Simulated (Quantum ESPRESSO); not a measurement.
**MnO2 under changes of volume**

One of the cells (10.839 Å³/atom); the others are scaled copies at fixed shape and fractional positions:

```
Mn O
1.0
     2.85658    0.00000    0.00000
    -1.42829    2.47387    0.00000
     0.00000    0.00000    4.60137
Mn O
1 2
Cartesian
  0.0000 0.0000 2.3007
  0.0000 1.6492 3.2499
  1.4283 0.8246 1.3515
```

Measurements of this composition are mostly on another form, of space group No. 136.

```yaml
Program: Quantum ESPRESSO 7.5
Functional: LDA
Potentials_or_basis: GBRV 1.5 LDA
Cutoff: 612 eV
Density_cutoff: 4898 eV
k_mesh: 11 × 11 × 6
Occupations: fermi-dirac, width 0.05 eV
Spin: collinear spin, ferromagnetic start
Starting_moments: "[4.0, 0.0, 0.0] μB"
```

```tsv
volume (Å³/atom)	energy over the lowest point (meV/atom)	pressure (GPa)	gap on the mesh (eV)	largest force (eV/Å)
10.189	?	?	?	?
10.405	0.00	0.3	0.27	0.138
10.622	2.20	-4.1	0.35	0.182
10.839	10.12	-8.1	0.43	0.476
11.056	23.15	-11.7	0.50	0.747
11.273	40.71	-14.8	0.57	0.995
11.489	62.30	-17.6	0.64	1.223
```

Problem. What does the run at 10.189 Å³/atom give?

Solution. Energy over the lowest point 4.27 meV/atom; pressure 5.3 GPa; gap on the mesh 0.19 eV; largest force 0.486 eV/Å.

Worked out: A Birch-Murnaghan fit of order 3 (a polynomial in V^(-2/3)) to the other rows has its minimum at 10.43 Å³/atom with B0 = V·E''(V) = 223 GPa and B' = 4.3 at fixed shape and positions, which overstates the stiffness. It gives 4.13 meV/atom at 10.189 Å³/atom, against the run's 4.27, and -dE/dV = 5.6 GPa, against 5.3. A straight line through the other rows of the gap, of slope 3.72 eV per unit of ln V, extrapolates to 0.20 eV, against the run's 0.19.

Energies are extrapolated to zero smearing.

Caveats: an odd mesh through Γ misses points on the zone boundary, where band edges often lie; a cell with one magnetic atom can't hold antiferromagnetic order, which such compounds often take; forces of over 1 eV/Å show positions far from the minimum, so gaps and moduli don't describe the material at rest (some runs).
